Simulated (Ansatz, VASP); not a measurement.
## MgI2: VASP beside Ansatz

The input INCAR:

```
SYSTEM = MgI2
ALGO = Normal ; EDIFF = 1E-7
ENCUT = 520 ; GGA = PS
ISIF = 2 ; ISMEAR = 0
LASPH = .TRUE. ; LCHARG = .FALSE.
LREAL = .FALSE. ; LWAVE = .FALSE.
NBANDS = 15 ; NELM = 100
PREC = Accurate ; SIGMA = 0.05
```

Contents of KPOINTS:

```
k-points
0
G
  6 6 4
  0 0 0
```

Contents of POSCAR:

```
MgI2
1.0
    4.2783111250      0.0000000000      0.0000000000
   -2.1391555625      3.7051261196      0.0000000000
    0.0000000000      0.0000000000      6.7590700000
Mg I
1 2
Direct
    0.0000000000      0.0000000000      0.0000000000
    0.3333333333      0.6666666667      0.7576300000
    0.6666666667      0.3333333333      0.2423700000
```

Input for Ansatz:

```yaml
crystal:
  lattice:
    - [4.278311125, 0.0, 0.0]
    - [-2.1391555625, 3.7051261196, 0.0]
    - [0.0, 0.0, 6.75907]
  atoms:
    - { symbol: Mg, position: [0.0, 0.0, 0.0] }
    - { symbol: I, position: [0.3333333333, 0.6666666667, 0.75763] }
    - { symbol: I, position: [0.6666666667, 0.3333333333, 0.24237] }
basis:
  ecutwfc: 420
kpoints:
  mp_grid: { grid: [6, 6, 4] }
hamiltonian:
  xc: pbesol
scf:
  occupations: { method: gaussian, width: 0.05 }
output:
  forces: true
  stress: true
  eigenvalues: true
```

Change from the starting cell: strain +0.030 along x and y, -0.015 along z, atoms carried along.

Alike in both runs: task single point; functional PBEsol; k mesh 6 × 6 × 4; occupations gaussian, width 0.05 eV; no spin polarisation.

```csv
,VASP,Ansatz
version,VASP 6.6.1,Ansatz 0.2.0
potentials or method,"VASP PAW PBE potentials, release 64 (Mg, I)","scalar-relativistic, plane waves, PAW"
plane-wave cutoff (eV),520,420
valence electrons in the cell,16,44
```

```tsv
	VASP	Ansatz	Ansatz less VASP
gap on the k mesh at the Fermi level (eV)	3.13	3.14	+0.011
least direct gap on the mesh (eV)	3.13	3.14	+0.011
pressure (GPa)	-1.4	-1.4	+0.03
largest component of the traceless stress (GPa)	1.03	1.02	-0.006
rms of the force components (eV/Å)	0.063	0.060	-0.0025
```

Atom by atom the forces differ by 0.002 eV/Å (rms over components). The two sets of potentials don't hold the same shells in valence.

Caveats: the PAW data sets were made with another functional, which shifts forces and pressure a little (VASP); spin-orbit coupling is left out, which moves the levels of the heavy elements; this functional lacks dispersion, which binds the layers, so the pressure and a relaxed spacing across them are unreliable. A k mesh can miss the band edges.
